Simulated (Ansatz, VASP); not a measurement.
**Al and the functional, program beside program**

The structure is cubic, space group Fm-3m (No. 225). The conventional cell has a = 4.050 Å, b = 4.050 Å, c = 4.050 Å, α = 90.00°, β = 90.00°, γ = 90.00°. Al (site symmetry m-3m) has 12 Al at 2.86 Å as nearest neighbours.

Kept alike: task band structure; k mesh 11 × 11 × 11; occupations fermi-dirac, width 0.05 eV; no spin polarisation. The mesh is that of the run's cell of 1 atom. No spin-orbit coupling.

- A: Ansatz, Ansatz PAW, made for PBE, cutoff 420 to 500 eV
- B: VASP; PBE PAW files Al, 520 eV (BLYP, PBE, PBEsol, RPBE, r2SCAN, revPBE); LDA PAW files Al, 520 eV (LDA)

| functional | A: pressure (GPa) | B: pressure (GPa) |
| --- | --- | --- |
| BLYP | 3.02 | 3.14 |
| LDA | -3.66 | -3.61 |
| PBE | -0.42 | -0.46 |
| PBEsol | -1.93 | -1.87 |
| RPBE | 1.03 | 0.83 |
| r2SCAN | -3.35 | -3.63 |
| revPBE | 0.70 | 0.53 |

Pressure is positive in compression; plane-wave values hold the error of the finite cutoff, which Ansatz corrects. Values on potentials made for another functional: some of A; some of B. For a metal such a mesh leaves the last digits unconverged.

Problem. How large is the effect of the functional, and do the programs agree on it?

Solution. From LDA to BLYP the pressure moves by +6.68 in A, +6.75 in B (GPa). Row by row the programs differ by 0.04 to 0.28, and over this span the shifts, as printed, agree within about 1 %. Shifts from LDA: BLYP +6.68, +6.75; PBE +3.24, +3.15; PBEsol +1.73, +1.74; RPBE +4.69, +4.44; r2SCAN +0.31, -0.02; revPBE +4.36, +4.14; the programs' shifts differ by up to 0.33.
